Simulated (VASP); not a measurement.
# BaTe (I4/mmm) in VASP: electric field gradients with PBE

Aim: the electric field gradients of BaTe with PBE.

All numbers are computed with VASP 6.6.1; they aren't measurements. Logs are shortened: lines on timing, memory, paths and dates and some standing lists are left out, and cuts for length are marked.

## (1) The cell of the first run

It takes space group I4/mmm (No. 139, tetragonal). The conventional cell has a = 4.845 Å, b = 4.845 Å, c = 7.064 Å, α = 90.00°, β = 90.00°, γ = 90.00°. Ba (site symmetry 4/mmm) has 6 Te at 3.43 to 3.53 Å as nearest neighbours. Te (site symmetry 4/mmm) is surrounded by 6 Ba at 3.43 to 3.53 Å.

The cell comes from a database or a generator and needn't be the stable form of this composition.

## (2) Electric field gradients, PBE (x and y stretched by -3 %, z held)

INCAR

```
SYSTEM = BaTe
ALGO = Normal
EDIFF = 1E-8
ENCUT = 520
GGA = PE
ISIF = 2
ISMEAR = -1
LASPH = .True.
LCHARG = .False.
LEFG = .True.
LREAL = .False.
LWAVE = .False.
NBANDS = 15
NELM = 100
PREC = Accurate
SIGMA = 0.03
```

KPOINTS

```
k-points
0
Gamma
  9 9 9
  0 0 0
```

POSCAR

```
BaTe
1.0
    0.0000000000      3.4259811952      3.5319393765
    3.4259811952      0.0000000000      3.5319393765
    3.4259811952      3.4259811952      0.0000000000
Ba Te
1 1
Direct
    0.0000000000      0.0000000000      0.0000000000
    0.5000000000      0.5000000000      0.5000000000
```

Potentials or basis: VASP PAW PBE potentials, release 64 (Ba_sv, Te).

Command:

```sh
$ cat potpaw_PBE.64/Ba_sv/POTCAR potpaw_PBE.64/Te/POTCAR > POTCAR
$ mpirun -np 1 vasp_std > vasp.out
```

OUTCAR:

```text
SYSTEM = BaTe
   EDIFF = 1E-8
   ENCUT = 520
   GGA = PE
   ISIF = 2
   ISMEAR = -1
   LASPH = .True.
   LREAL = .False.
   NELM = 100
   PREC = Accurate

 ion  position               nearest neighbor table
   1  0.000  0.000  0.000-   2 3.43   2 3.43   2 3.43   2 3.43   2 3.53   2 3.53
   2  0.500  0.500  0.500-   1 3.43   1 3.43   1 3.43   1 3.43   1 3.53   1 3.53

  LATTYP: Found a body centered tetragonal cell.
 ALAT       =     4.8450690707
 C/A-ratio  =     1.4579521262

  Lattice vectors:

 A1 = (  -3.4259811952,   0.0000000000,   3.5319393765)
 A2 = (   3.4259811952,   0.0000000000,   3.5319393765)
 A3 = (   0.0000000000,   3.4259811952,  -3.5319393765)

Analysis of symmetry for initial positions (statically):
=====================================================================
 Subroutine PRICEL returns:
 Original cell was already a primitive cell.

 Routine SETGRP: Setting up the symmetry group for a
 body centered tetragonal supercell.

 Subroutine GETGRP returns: Found 16 space group operations
 (whereof 16 operations were pure point group operations)
 out of a pool of 16 trial point group operations.

The static configuration has the point symmetry D_4h.

Analysis of symmetry for dynamics (positions and initial velocities):
=====================================================================
 Subroutine PRICEL returns:
 Original cell was already a primitive cell.

 Routine SETGRP: Setting up the symmetry group for a
 body centered tetragonal supercell.

 Subroutine GETGRP returns: Found 16 space group operations
 (whereof 16 operations were pure point group operations)
 out of a pool of 16 trial point group operations.

The dynamic configuration has the point symmetry D_4h.

 Subroutine INISYM returns: Found 16 space group operations
 (whereof 16 operations are pure point group operations),
 and found     1 'primitive' translations

----------------------------------------------------------------------------------------

                                     Primitive cell

  volume of cell :      82.9112

  direct lattice vectors                    reciprocal lattice vectors
     0.000000000  3.425981195  3.531939377    -0.145943591  0.145943591  0.141565284
     3.425981195  0.000000000  3.531939377     0.145943591 -0.145943591  0.141565284
     3.425981195  3.425981195  0.000000000     0.145943591  0.145943591 -0.141565284

  length of vectors
     4.920563272  4.920563272  4.845069071     0.250279431  0.250279431  0.250279431

  position of ions in fractional coordinates (direct lattice)
     0.000000000  0.000000000  0.000000000
     0.500000000  0.500000000  0.500000000

  ion indices of the primitive-cell ions
   primitive index   ion index
                 1           1
                 2           2

----------------------------------------------------------------------------------------

 KPOINTS: k-points

Automatic generation of k-mesh.
 Grid dimensions read from file:
 generate k-points for:    9    9    9

 Generating k-lattice:

  Cartesian coordinates                     Fractional coordinates (reciprocal lattice)
    -0.016215955  0.016215955  0.015729476     0.111111111  0.000000000  0.000000000
     0.016215955 -0.016215955  0.015729476     0.000000000  0.111111111  0.000000000
     0.016215955  0.016215955 -0.015729476     0.000000000  0.000000000  0.111111111

  Length of vectors
     0.027808826  0.027808826  0.027808826

  Shift w.r.t. Gamma in fractional coordinates (k-lattice)
     0.000000000  0.000000000  0.000000000

 Subroutine IBZKPT returns following result:
 ===========================================

 Found     75 irreducible k-points:

 Following reciprocal coordinates:
            Coordinates               Weight
  0.000000  0.000000  0.000000      1.000000
  0.111111 -0.000000  0.000000      8.000000
  0.222222 -0.000000  0.000000      8.000000
  0.333333 -0.000000  0.000000      8.000000
  0.444444 -0.000000  0.000000      8.000000
  0.111111  0.111111  0.000000      2.000000
[... 16 lines left out ...]
 -0.333333  0.333333  0.000000      4.000000
  0.444444  0.444444  0.000000      2.000000
 [... further k-points ...]
   k-points           NKPTS =     75   k-points in BZ     NKDIM =     75   number of bands    NBANDS=     15
   number of dos      NEDOS =    301   number of ions     NIONS =      2
   total plane-waves  NPLWV =  57600
   dimension x,y,z NGX =    40 NGY =   40 NGZ =   36
   dimension x,y,z NGXF=    80 NGYF=   80 NGZF=   72
   ions per type =               1   1
   NGX,Y,Z   is equivalent  to a cutoff of  13.51, 13.51, 12.35 a.u.
   NGXF,Y,Z  is equivalent  to a cutoff of  27.03, 27.03, 24.70 a.u.
 SYSTEM =  BaTe
   PREC   = accura    normal or accurate (medium, high low for compatibility)
   ISTART =      0    job   : 0-new  1-cont  2-samecut
   ICHARG =      2    charge: 1-file 2-atom 10-const
   ISPIN  =      1    spin polarized calculation?
   LNONCOLLINEAR =      F non collinear calculations
   LSORBIT =      F    spin-orbit coupling
   LASPH  =      T    aspherical Exc in radial PAW
   ENCUT  =  520.0 eV  38.22 Ry    6.18 a.u.   9.15  9.15  9.01*2*pi/ulx,y,z
   NELM   =    100;   NELMIN=  2; NELMDL= -5     # of ELM steps
   EDIFF  = 0.1E-07   stopping-criterion for ELM
   LREAL  =      F    real-space projection
   EDIFFG = 0.1E-06   stopping-criterion for IOM
   NSW    =      0    number of steps for IOM
   IBRION =     -1    ionic relax: 0-MD 1-quasi-New 2-CG
   NFREE  =      0    steps in history (QN), initial steepest desc. (CG)
   ISIF   =      2    stress and relaxation
   ISYM   =      2    0-nonsym 1-usesym 2-fastsym
   POTIM  = 0.5000    time-step for ionic-motion
   TEBEG  =    0.0;   TEEND  =   0.0 temperature during run
   PSTRESS=    0.0 pullay stress
   NELECT =      16.0000    total number of electrons
   NUPDOWN=      -1.0000    fix difference up-down
   EMIN   =  10.00;   EMAX   =-10.00  energy-range for DOS
   EFERMI =   0.00;   METHOD = LEGACY
   ISMEAR =    -1;   SIGMA  =   0.03  broadening in eV -4-tet -1-fermi 0-gaus
   EFERMI_NEDOS =   21; number of points for ismear=-14 and -15
   IALGO  =     38    algorithm
   IMIX   =      4    mixing-type and parameters
     AMIX     =   0.40;   BMIX     =  1.00
     AMIX_MAG =   1.60;   BMIX_MAG =  1.00
  volume/ion in A,a.u.               =      41.46       279.76
  Fermi-wavevector in a.u.,A,eV,Ry     =   0.946042  1.787760 12.177153  0.894996
  Thomas-Fermi vector in A             =   2.074002
   LORBIT       =      0    0 simple, 1 ext, 2 COOP (PROOUT), +10 PAW based schemes
   GGA     = PE    functional components
   LHFCALC =     F    Hartree Fock is set to
   AEXX    =    0.0000 exact exchange contribution
   IVDW    =     0    specifies the selected vdW correction
   LEPSILON=     F    determine dielectric tensor
   LRPA    =     F    only Hartree local field effects (RPA)
 non-spin polarized calculation
  energy-cutoff  :      520.00
  volume of cell :       82.91
 maximum number of plane-waves:      2256
 NGX is ok and might be reduce to    40

 number of electron      16.0000000 magnetization

 Free energy of the ion-electron system (eV)
  ---------------------------------------------------
  ext. energy  EPLUGINS =         0.00000000
  ---------------------------------------------------
  free energy    TOTEN  =        -8.57405113 eV

  energy without entropy =       -8.57405113  energy(sigma->0) =       -8.57405113

 E-fermi :   3.1723     XC(G=0):  -8.3805

 val. band max:        2.5251823318   @ k =   0.0000   0.0000   0.0000
 cond. band min:       3.9644741598   @ k =   0.4444   0.4444   0.0000
 fundamental gap:      1.4392918280
 Fermi energy:         3.1723388709

 k-point     1 :       0.0000    0.0000    0.0000
  band No.  band energies     occupation
      1     -24.4371      2.00000
      2      -9.6019      2.00000
      3      -9.6019      2.00000
      4      -9.5956      2.00000
      5      -7.1268      2.00000
      6       2.4377      2.00000
      7       2.5252      2.00000
      8       2.5252      2.00000
      9       5.2675      0.00000
     10       5.4592      0.00000
     11       5.4650      0.00000
     12       5.4650      0.00000
     13       6.0717      0.00000
     14       6.1175      0.00000
     15       9.4852      0.00000
[... 397 lines left out ...]
 k-point    24 :       0.4444    0.4444    0.0000
  band No.  band energies     occupation
      1     -24.4182      2.00000
      2      -9.8311      2.00000
      3      -9.6861      2.00000
      4      -9.6861      2.00000
      5      -6.9012      2.00000
      6       1.2023      2.00000
      7       2.1685      2.00000
      8       2.1685      2.00000
      9       3.9645      0.00000
     10       6.9066      0.00000
     11       7.2950      0.00000
     12       8.3114      0.00000
     13       8.3150      0.00000
     14       8.3150      0.00000
     15      10.6113      0.00000

 [... further k-points ...]
[... 5 lines left out ...]
  --------------------------------------------------------------------------------------
  -------------------------------------------------------------------------------------
  Total        1.6831598      1.6831598      0.4579830      0.0000000      0.0000000     -0.0000000
  in kB       32.5254074     32.5254074      8.8500706      0.0000000      0.0000000     -0.0000000
  external PRESSURE =      24.6336285 kB  Pullay stress =       0.0000000 kB

 VOLUME and BASIS-vectors are now :
 -----------------------------------------------------------------------------
  energy-cutoff  :      520.00
  volume of cell :       82.91
      direct lattice vectors                 reciprocal lattice vectors
     0.000000000  3.425981195  3.531939377    -0.145943591  0.145943591  0.141565284
     3.425981195  0.000000000  3.531939377     0.145943591 -0.145943591  0.141565284
     3.425981195  3.425981195  0.000000000     0.145943591  0.145943591 -0.141565284

 POSITION                                       TOTAL-FORCE (eV/Angst)
 -----------------------------------------------------------------------------------
      0.00000      0.00000      0.00000        -0.000000      0.000000     -0.000000
      3.42598      3.42598      3.53194         0.000000     -0.000000      0.000000
 -----------------------------------------------------------------------------------
    total drift:                                0.000000     -0.000000     -0.000000

  FREE ENERGIE OF THE ION-ELECTRON SYSTEM (eV)
  ---------------------------------------------------
  free  energy   TOTEN  =        -8.5740511339 eV

  energy  without entropy=       -8.5740511339  energy(sigma->0) =       -8.57405113

 Electric field gradients (V/A^2)
---------------------------------------------------------------------
 ion       V_xx      V_yy      V_zz      V_xy      V_xz      V_yz
---------------------------------------------------------------------
   1     -16.848   -16.848    33.697     0.000     0.000     0.000
   2     -16.697   -16.697    33.394     0.000     0.000     0.000
---------------------------------------------------------------------

 Electric field gradients after diagonalization (V/A^2)
 (convention: |V_zz| > |V_xx| > |V_yy|)
----------------------------------------------------------------------
 ion       V_xx      V_yy      V_zz     asymmetry (V_yy - V_xx)/ V_zz
----------------------------------------------------------------------
   1     -16.848   -16.848    33.697       0.000
   2     -16.697   -16.697    33.394       0.000
----------------------------------------------------------------------

           NMR quadrupolar parameters

 Cq : quadrupolar parameter    Cq=e*Q*V_zz/h
 eta: asymmetry parameters     (V_yy - V_xx)/ V_zz
 Q  : nuclear electric quadrupole moment in mb (millibarn)
----------------------------------------------------------------------
 ion       Cq(MHz)       eta       Q (mb)
----------------------------------------------------------------------
   1       0.081       0.000       1.000
   2       0.081       0.000       1.000
----------------------------------------------------------------------
```

Run time: 1.9 min. Hardware: 1 thread of Intel Xeon Platinum 8488C (Sapphire Rapids), shared host; peak memory 0.28 GiB.

What came out:

```yaml
Free_energy: -8.5741 eV
Pressure: 2.5 GPa
Band_gap_on_the_k_mesh: 1.44 eV, indirect (least direct gap 1.80 eV)
```

Electric field gradients, principal values (V/Å²):
| atom | Vxx | Vyy | Vzz |
| --- | --- | --- | --- |
| 1 Ba | -16.848 | -16.848 | 33.697 |
| 2 Te | -16.697 | -16.697 | 33.394 |

Caveat: spin-orbit coupling is left out, which moves the levels of the heavy elements; an odd mesh through Γ misses points on the zone boundary, where band edges often lie.
